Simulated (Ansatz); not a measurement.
Start from `C=CCO` and change one atom or group to get `C=CCC`.

Ansatz, PBE0-D4/def2-TZVP geometries, multiplicity 1. Each molecule was computed in one conformer, which needn't be the lowest.

```json
{"property": "LUMO energy (ωB97M-V/def2-TZVPP) / eV", "`C=CCO`": "2.00"}
{"property": "LUMO energy (PBE/def2-TZVPP) / eV", "`C=CCO`": "-1.12"}
{"property": "zero-point energy (PBE0-D4/def2-TZVP) / kJ/mol", "`C=CCO`": "224.4"}
{"property": "HOMO energy (PBE0/def2-TZVPP) / eV", "`C=CCO`": "-7.69"}
{"property": "HOMO energy (ωB97M-V/def2-TZVPP) / eV", "`C=CCO`": "-10.01"}
{"property": "HOMO–LUMO gap (PBE/def2-TZVPP) / eV", "`C=CCO`": "5.12"}
```

Give the same properties after the change, and the shifts. (An estimate is asked.)

The calculation gave: 
```
                                      property  `C=CCC`  shift
         LUMO energy (ωB97M-V/def2-TZVPP) / eV     2.43   0.43
             LUMO energy (PBE/def2-TZVPP) / eV    -0.65   0.47
zero-point energy (PBE0-D4/def2-TZVP) / kJ/mol    284.9   60.5
            HOMO energy (PBE0/def2-TZVPP) / eV    -7.38   0.31
         HOMO energy (ωB97M-V/def2-TZVPP) / eV    -9.64   0.37
           HOMO–LUMO gap (PBE/def2-TZVPP) / eV     5.60   0.48
```

With PBE0 the HOMO rises by 0.31 eV and the LUMO rises by 0.47 eV, so the gap widens by about 0.16 eV. PBE moves the HOMO by 0.00 eV and ωB97M-V by 0.37 eV. The zero-point energy changes by 60.5 kJ/mol with +6 modes.

Positive LUMOs are unbound, so they and the gaps depend on the basis.
